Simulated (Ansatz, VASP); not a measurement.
Two plane-wave programs on InSe

```xyz
4
Lattice="5.8264 -2.0546 0.0000 5.8264 2.0546 0.0000 -1.7232 0.0000 4.7713" Properties=species:S:1:pos:R:3 pbc="T T T"
In   10.2844    0.0102    0.2306
In   -0.2896    0.0057    4.5293
Se    6.5227    0.0200    3.2066
Se    3.4136   -0.0220    1.6071
```

Change from the starting cell: atoms moved at random, drawn with an rms of 0.05 Å.

Alike in both runs: task single point; functional PBE; k mesh 7 × 7 × 6; occupations fermi-dirac, width 0.05 eV; no spin polarisation.

|  | VASP | Ansatz |
| --- | --- | --- |
| version | VASP 6.6.1 | Ansatz 0.2.0 |
| potentials or method | VASP PAW PBE potentials, release 64 (In_d, Se) | Ansatz PAW |
| plane-wave cutoff (eV) | 520 | 420 |
| valence electrons in the cell | 38 | 58 |

Ansatz gave:

```
gap on the k mesh at the Fermi level (eV)       : 1.03
least direct gap on the mesh (eV)               : 1.15
pressure (GPa)                                  : 1.7
largest component of the traceless stress (GPa) : 0.69
rms of the force components (eV/Å)              : 0.257
```

Problem. Estimate VASP's values.

Solution. gap on the k mesh at the Fermi level (eV): 1.02; least direct gap on the mesh (eV): 1.15; pressure (GPa): 1.8; largest component of the traceless stress (GPa): 0.70; rms of the force components (eV/Å): 0.263.

Atom by atom the forces differ by 0.008 eV/Å (rms over components). The two sets of potentials don't hold the same shells in valence.

Caveats: spin-orbit coupling is left out, which moves the levels of the heavy elements; an odd mesh through Γ misses points on the zone boundary, where band edges often lie (VASP); odd divisions of the mesh miss points on the zone boundary, where band edges often lie, so the gap on the mesh can be too wide (Ansatz).
